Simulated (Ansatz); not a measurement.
Below is a relaxed structure of HfSi2O6. The cell was found from a structure generator's guess, not taken from experiment.

The calculation used DFT PBE, scalar-relativistic, plane waves, PAW in Ansatz 0.2.0. Cutoff 420 eV, Γ-centred mesh, Gaussian smearing, no spin polarisation.

```xyz
9
Lattice="3.5651 0.0000 0.0000 -1.7826 3.0875 0.0000 0.0000 0.0000 7.4710" Properties=species:S:1:pos:R:3 pbc="T T T"
Hf    0.0000    0.0000    0.0000
Si    0.0000    2.0583    4.8490
Si    1.7826    1.0292    2.6220
O     0.0000    2.0583    6.6720
O     1.7826    1.0292    4.3416
O     0.0000    0.0000    2.1208
O     0.0000    0.0000    5.3502
O     0.0000    2.0583    3.1294
O     1.7826    1.0292    0.7990
```

Energies over the elements count from the elements' standard structures at the same level (O₂ as a molecule), with no fitted energy shifts.

(1) What space group does it have?

(2) How far does it lie from the elements in energy?

(3) Is it a metal?

## Answers

(1) P-3m1 (No. 164), with Hf and Si ordered on fluorite sites. Conventional cell: a = 3.565 Å, c = 7.471 Å. Around Hf lie 8 O at 2.12–2.21 Å; around Si lie 1 O at 1.72 Å, 1 O at 1.82 Å and 6 O at 2.12 Å; O on its first site has 1 Si at 1.82 Å, 3 Hf at 2.21 Å and 3 O at 2.45 Å; O on its second site has 1 Si at 1.72 Å, 3 Si at 2.12 Å and 6 O at 2.29–2.39 Å; 1 more site not described.

(2) −2.097 eV/atom.

(3) No, the gap on the 12×12×4 mesh is 1.90 eV.

The last run used a 12×12×4 mesh (in the run's order of axes) for its 9-atom cell and Gaussian smearing of 0.02 eV. These runs have no spin–orbit coupling, which can matter for Hf. Kohn–Sham gaps at this level usually fall short of measured ones. A structure relaxed within its symmetry needn't be a true minimum. Another cell of HfSi2O6 relaxed alike, in C2, lies 0.84 eV/atom lower, so this cell isn't the stable form at this level.
